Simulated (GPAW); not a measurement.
# BaS (Fm-3m) in GPAW: a series of runs, part 2 of 2

GPAW 26.7.0. Earlier steps stand in the parts before.

### 3 G0W0 quasiparticle levels, PBE

The input, run.py:

```python
import json
import numpy as np
from ase import Atoms
from ase.dft.bandgap import bandgap
from ase.io import write
from gpaw import GPAW, PW
from gpaw.response.g0w0 import G0W0

atoms = Atoms(['Ba', 'S'],
              cell=[[0.0, 3.19375, 3.19375],
                    [3.19375, 0.0, 3.19375],
                    [3.19375, 3.19375, 0.0]],
              scaled_positions=[[0.0, 0.0, 0.0],
                                [0.5, 0.5, 0.5]],
              pbc=True)

calc = GPAW(mode=PW(450),
            xc='PBE',
            kpts={'size': (4, 4, 4), 'gamma': True},
            occupations={'name': 'fermi-dirac', 'width': 0.001},
            nbands=16,
            convergence={'density': 1e-06},
            maxiter=150,
            txt='gpaw.txt')
atoms.calc = calc
energy = atoms.get_potential_energy()
calc.write('gs.gpw')
write('result.traj', atoms)
print(f'Energy: {energy:.6f} eV')
print('Fermi level:', round(calc.get_fermi_level(), 4), 'eV')
print(f'Gap: {bandgap(calc)[0]:.4f} eV, direct: {bandgap(calc, direct=True)[0]:.4f} eV')

calc.diagonalize_full_hamiltonian(nbands=275)
calc.write('full.gpw', mode='all')

ibz = calc.get_ibz_k_points()
gap, vbm, cbm = bandgap(calc, output=None)
gap, direct, _ = bandgap(calc, direct=True, output=None)
gamma = int(np.abs(ibz).sum(1).argmin())
kpts = sorted({gamma, vbm[1], cbm[1], direct[1]})
gw = G0W0(calc='full.gpw',
          filename='gw',
          ecut=150,
          ecut_extrapolation=True,
          relbands=(-2, 2),
          kpts=kpts,
          integrate_gamma='WS',
          ppa=True)
gw.calculate()
results = {mode: {key: np.asarray(r[key]).tolist() for key in ['f', 'eps', 'vxc', 'exx', 'sigma', 'Z', 'qp', 'sigma_eskn']}
           for mode, r in gw.all_results.items()}
json.dump({'kpts': ibz[kpts].tolist(), 'results': results}, open('gw.json', 'w'))
for mode, r in results.items():
    f, qp = np.array(r['f']), np.array(r['qp'])
    print(mode, 'quasiparticle energies (eV):')
    print(qp.round(3))
    print(mode, 'gap:', round(qp[f < 0.5].min() - qp[f > 0.5].max(), 4), 'eV')
```

Potentials or basis: GPAW PAW data sets (gpaw-data 1.2.1), pw.

Command:

```sh
$ OMP_NUM_THREADS=1 python run.py
```

gpaw.txt:

```text
__  _  _
 | _ |_)|_||  |
 |__||  | ||/\| - 26.7.0

Input parameters:
  mode=PW(ecut=450.00000000000006),
  convergence={'density': 1e-06},
  kpts=MonkhorstPack(size=(4, 4, 4), gamma=True),
  maxiter=150,
  nbands=16,
  occupations=Occupations(name='fermi-dirac', width=0.001),
  xc=XC(name='PBE')

Diagonalizing LCAO Hamiltonian
Converting LCAO to pw mode

                 S

       Ba

Atoms  # Å, Bohr magnetons
|   | symbol |        x |        y |        z |    initial magnetic moments |
|---|--------|----------|----------|----------|-----------------------------|
| 0 |     Ba | 0.000000 | 0.000000 | 0.000000 | ( 0.0000,  0.0000,  0.0000) |
| 1 |      S | 3.193750 | 3.193750 | 3.193750 | ( 0.0000,  0.0000,  0.0000) |

Unit cell  # Å
| periodic |        x |        y |        z |  lengths |    angles |
|----------|----------|----------|----------|----------|-----------|
|      yes | 0.000000 | 3.193750 | 3.193750 | 4.516645 | 60.000000 |
|      yes | 3.193750 | 0.000000 | 3.193750 | 4.516645 | 60.000000 |
|      yes | 3.193750 | 3.193750 | 0.000000 | 4.516645 | 60.000000 |

Number of symmetries: 48
Symmetry operations  # r_c * U_cc + t_c -> r_c
|    | kind |            matrix            |
|----|------|------------------------------|
|  0 |  σ   |  1, 0, 0,  1, 0,-1,  1,-1, 0 |
|  1 |  C2  |  1, 0, 0,  1,-1, 0,  1, 0,-1 |
|  2 |  E   |  1, 0, 0,  0, 1, 0,  0, 0, 1 |
|  3 |  σ   |  1, 0, 0,  0, 0, 1,  0, 1, 0 |
|  4 |  C4  |  1, 0,-1,  1, 0, 0,  1,-1, 0 |
|  5 |  S6  |  1, 0,-1,  1,-1, 0,  1, 0, 0 |
|  6 |  σ   |  1, 0,-1,  0, 1,-1,  0, 0,-1 |
|  7 |  C3  |  1, 0,-1,  0, 0,-1,  0, 1,-1 |
|  8 |  S6  |  1,-1, 0,  1, 0, 0,  1, 0,-1 |
|  9 |  C4  |  1,-1, 0,  1, 0,-1,  1, 0, 0 |
| 10 |  C3  |  1,-1, 0,  0,-1, 1,  0,-1, 0 |
| 11 |  σ   |  1,-1, 0,  0,-1, 0,  0,-1, 1 |
| 12 |  σ   |  0, 1, 0,  1, 0, 0,  0, 0, 1 |
| 13 |  C4  |  0, 1, 0,  0, 1,-1, -1, 1, 0 |
| 14 |  C3  |  0, 1, 0,  0, 0, 1,  1, 0, 0 |
| 15 |  S6  |  0, 1, 0, -1, 1, 0,  0, 1,-1 |
| 16 |  C2  |  0, 1,-1,  1, 0,-1,  0, 0,-1 |
| 17 |  σ   |  0, 1,-1,  0, 1, 0, -1, 1, 0 |
| 18 |  S4  |  0, 1,-1,  0, 0,-1,  1, 0,-1 |
| 19 |  C4  |  0, 1,-1, -1, 1, 0,  0, 1, 0 |
| 20 |  C3  |  0, 0, 1,  1, 0, 0,  0, 1, 0 |
| 21 |  σ   |  0, 0, 1,  0, 1, 0,  1, 0, 0 |
| 22 |  S6  |  0, 0, 1,  0,-1, 1, -1, 0, 1 |
| 23 |  C4  |  0, 0, 1, -1, 0, 1,  0,-1, 1 |
| 24 |  S4  |  0, 0,-1,  1, 0,-1,  0, 1,-1 |
| 25 |  C3  |  0, 0,-1,  0, 1,-1,  1, 0,-1 |
| 26 |  C2  |  0, 0,-1,  0,-1, 0, -1, 0, 0 |
| 27 |  S6  |  0, 0,-1, -1, 0, 0,  0,-1, 0 |
| 28 |  S4  |  0,-1, 1,  1,-1, 0,  0,-1, 0 |
| 29 |  C4  |  0,-1, 1,  0, 0, 1, -1, 0, 1 |
| 30 |  C2  |  0,-1, 1,  0,-1, 0,  1,-1, 0 |
| 31 |  σ   |  0,-1, 1, -1, 0, 1,  0, 0, 1 |
| 32 |  C3  |  0,-1, 0,  1,-1, 0,  0,-1, 1 |
| 33 |  S6  |  0,-1, 0,  0, 0,-1, -1, 0, 0 |
| 34 |  S4  |  0,-1, 0,  0,-1, 1,  1,-1, 0 |
| 35 |  C2  |  0,-1, 0, -1, 0, 0,  0, 0,-1 |
| 36 |  C2  | -1, 1, 0,  0, 1, 0,  0, 1,-1 |
| 37 |  S6  | -1, 1, 0,  0, 1,-1,  0, 1, 0 |
| 38 |  S4  | -1, 1, 0, -1, 0, 1, -1, 0, 0 |
| 39 |  C3  | -1, 1, 0, -1, 0, 0, -1, 0, 1 |
| 40 |  S6  | -1, 0, 1,  0, 0, 1,  0,-1, 1 |
| 41 |  C2  | -1, 0, 1,  0,-1, 1,  0, 0, 1 |
| 42 |  C3  | -1, 0, 1, -1, 1, 0, -1, 0, 0 |
| 43 |  S4  | -1, 0, 1, -1, 0, 0, -1, 1, 0 |
| 44 |  C2  | -1, 0, 0,  0, 0,-1,  0,-1, 0 |
| 45 |  i   | -1, 0, 0,  0,-1, 0,  0, 0,-1 |
| 46 |  σ   | -1, 0, 0, -1, 1, 0, -1, 0, 1 |
| 47 |  C2  | -1, 0, 0, -1, 0, 1, -1, 1, 0 |

BZ-sampling:
  Number of BZ points: 64
  Number of IBZ points: 8

  Monkhorst-Pack size: [4, 4, 4]
  Monkhorst-Pack shift: [0.125, 0.125, 0.125]

K-points  # in reciprocal-cell coordinates
|   |                                coordinates |     weight |
|---|--------------------------------------------|------------|
| 0 | (  0.00000000,   0.00000000,   0.00000000) | 0.01562500 |
| 1 | (  0.25000000,   0.25000000,   0.00000000) | 0.09375000 |
| 2 | (  0.25000000,   0.25000000,   0.25000000) | 0.12500000 |
| 3 | (  0.50000000,   0.25000000,  -0.25000000) | 0.09375000 |
| 4 | (  0.50000000,   0.25000000,   0.25000000) | 0.18750000 |
| 5 | (  0.50000000,   0.50000000,   0.00000000) | 0.04687500 |
| 6 | (  0.50000000,   0.50000000,   0.25000000) | 0.37500000 |
| 7 | (  0.50000000,   0.50000000,   0.50000000) | 0.06250000 |

Plane wave coefficients: 1428
Cutoff: 450.00000000000006 eV

Spin-components: 1 (collinear spins)
Bands:           16
Projectors:      11
Spin-degeneracy: 2
Datatype:        complex128

Parallelization:
  kpt:    1
  domain: 1
  band:   1

Density:
  Valence electrons: 16.0
  Components: 1
  Grid points: [24 24 24]
  Charge: 0.0  # |e|

Potential:
  Grid points: [24 24 24]

species:
  Ba:
    name:    Barium
    Z:       56.0
    valence: 10
    core:    46
    charge:  0.0  # [|e|]
    compensation charges:
      type: gauss
      rc: 0.37  # [Å]
      lmax: 2
    cutoffs:
      filter: 2.06  # [Å]
      core: 2.33  # [Å]
    projectors
    | kind |    occ | energy [eV] | rcut [Å] |
    |------|--------|-------------|----------|
    |   5s |  2.000 |     -33.644 |    1.164 |
    |   6s |  2.000 |      -3.229 |    1.164 |
    |   5p |  6.000 |     -18.744 |    1.164 |
    |    p |        |       0.000 |    1.164 |
    |    d |        |       0.000 |    1.164 |
    |    d |        |      27.211 |    1.164 |

    Using partial waves for Ba as LCAO basis

  S:
    name:    Sulfur
    Z:       16.0
    valence: 6
    core:    10
    charge:  0.0  # [|e|]
    compensation charges:
      type: gauss
      rc: 0.24  # [Å]
      lmax: 2
    cutoffs:
      filter: 1.77  # [Å]
      core: 1.66  # [Å]
    projectors
    | kind |    occ | energy [eV] | rcut [Å] |
    |------|--------|-------------|----------|
    |   3s |  2.000 |     -17.254 |    0.974 |
    |   3p |  4.000 |      -7.008 |    0.979 |
    |    s |        |       9.957 |    0.974 |
    |    p |        |      20.203 |    0.979 |
    |    d |        |       0.000 |    0.900 |

    Using partial waves for S as LCAO basis

Reference energy: -232135.462409  # eV

eigensolver:
  PPCG
  Converge bands: occupied
  niter=2

density mixing:
  MSR1-Mixer
  Pratt-step length: 0.05
  Maximum mixing coefficient: 0.75
  Old densities: 10
  SVD Regularization: 0.005
  Good broyden scale: 1.0
  Trust region scale: 1.0
  Backstep threshold: 4.0
  History deletion threshold: 6.0
  Fourier metric: weight=20.0, sigma=0.015

occupation numbers:
  Fermi-Dirac:
    width: 0.0010  # eV

poisson solver:
  ecut: 3600.0000000000005  # eV

xc functional:
  name: PBE with 2 nearest neighbor stencil

convergence criteria:
- Maximum integral of absolute [dens]ity change: 1e-06 electrons / valence electron
- Maximum [total energy] change in last 3 cyles: 0.0005 eV / valence electron
- Maximum integral of absolute [eigenst]ate change: 4e-08 eV^2 / valence electron
maximum number of iterations: 150

SCF iterations
|iter     | |      energy | eigst |  dens |
|---------|-|-------------|-------|-------|
|iter:   1| |  -10.583072 | -0.28 |       |
|iter:   2| |  -10.483813 | -2.22 | -1.03 |
|iter:   3| |  -10.140957 | -1.89 | -1.08 |
|iter:   4| |  -10.147794 | -3.44 | -1.55 |
|iter:   5| |  -10.151957 | -3.94 | -1.91 |
|iter:   6| |  -10.152116c| -5.15 | -2.80 |
|iter:   7| |  -10.152122c| -6.88 | -3.49 |
|iter:   8| |  -10.152124c| -7.62c| -3.90 |
|iter:   9| |  -10.152124c| -8.47c| -5.11 |
|iter:  10| |  -10.152124c| -9.06c| -5.53 |
|iter:  11| |  -10.152124c|-10.08c| -6.61c|

Converged in 11 steps
Energy contributions relative to reference atoms: (reference = -232135.462409)

Energy contributions:
  Kinetic:          11.628645
  Coulomb:         -10.130116
  Zero:             -0.038112
  External:          0.000000
  Xc:              -11.612541
  Entropy:          -0.000000
  Spinorbit:         0.000000
  ----------------------------
  Free energy:     -10.152124
  Extrapolated:    -10.152124

dipole moment: (-38.646248, -38.646248, -38.646248)  # |e|*Ang

Fermi level: 6.031
Eigenvalues  # (at kpt = [0.000, 0.000, 0.000])
| band index |      eig [eV] | occ [0-2] |
|------------|---------------|-----------|
|          0 |       -21.165 |     2.000 |
|          1 |        -6.252 |     2.000 |
|          2 |        -6.252 |     2.000 |
|          3 |        -6.252 |     2.000 |
|          4 |        -5.472 |     2.000 |
|          5 |         4.868 |     2.000 |
[... 8 lines left out ...]
|         14 |        13.495 |     0.000 |
|         15 |        19.570 |     0.000 |

Gap: 2.127 eV
Transition (v -> c):
  (s=0, k=0, n=7, [0.00, 0.00, 0.00]) -> (s=0, k=5, n=8, [0.50, 0.50, 0.00])
Direct/indirect transitions are different
Direct gap: 2.258 eV
Transition at: (s=0, k=5, n=7, [0.50, 0.50, 0.00])
# Writing to gs.gpw (mode='')

Matrix size: 1428x1428
# Writing to full.gpw (mode='all')
```

Run time: 6.2 min. Hardware: 1 thread of AMD EPYC 9R45 (Zen 5), shared host; peak memory 0.48 GiB.

What came out:

| Property | Result |
| --- | --- |
| Free energy | -10.1521 eV |
| Band gap on the k mesh, mean-field level | 2.13 eV, indirect (least direct gap 2.26 eV) |
| Quasiparticle gap | 3.58 eV |
| Least direct quasiparticle gap | 3.73 eV |

Caveat: the k mesh is coarse (spacing up to 0.43 Å⁻¹), so the values aren't converged; the quasiparticle gap is taken among the few k points that were corrected; the long-wavelength limit can be off by a per cent or two; spin-orbit coupling is left out, which moves the levels of the heavy elements.

### 4 Comparison with measurements

Step 2. A measured gap of BaS is 3.806 eV (indirect; 2 K; a printed reference work, monograph, original work of 1988); the calculated 2.13 eV misses it by -1.67 eV. Spin-orbit coupling on Ba is left out. The value is that of PBE on a finite k mesh, which can miss the band edges, without temperature or zero-point motion. Semilocal functionals fall short of measured gaps as a rule.
